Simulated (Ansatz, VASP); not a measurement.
Mg in VASP and in Ansatz

```
Mg
1.0
     2.85121    0.00000    0.00000
    -1.42561    2.46922    0.00000
     0.00000    0.00000    4.60439
Mg
2
Direct
  0.33333 0.66667 0.25000
  0.66667 0.33333 0.75000
```

Alike in both runs: functional PBEsol; k mesh 18 × 18 × 10; occupations gaussian, width 0.05 eV; no spin polarisation.

Ansatz relaxed the structure, and its values are those at the end. VASP's run is a single point on that final structure, the one shown.

|  | VASP | Ansatz |
| --- | --- | --- |
| version | VASP 6.6.1 | Ansatz 0.2.0 |
| potentials or method | VASP PAW PBE potentials, release 64 (Mg) | scalar-relativistic, plane waves, PAW |
| plane-wave cutoff (eV) | 520 | 420 |
| valence electrons in the cell | 4 | 20 |

|  | VASP | Ansatz | Ansatz less VASP |
| --- | --- | --- | --- |
| gap on the k mesh at the Fermi level (eV) | none | none | - |
| pressure (GPa) | 23.6 | 23.3 | -0.35 |

A gap of «none» marks a metal or a gap that the smearing closes. The two sets of potentials don't hold the same shells in valence.

Caveats: so large a pressure means that the cell lies far from this level's equilibrium, or that cutoff or potentials fall short (VASP); the potentials were made for another functional, which shifts forces and pressure (VASP).
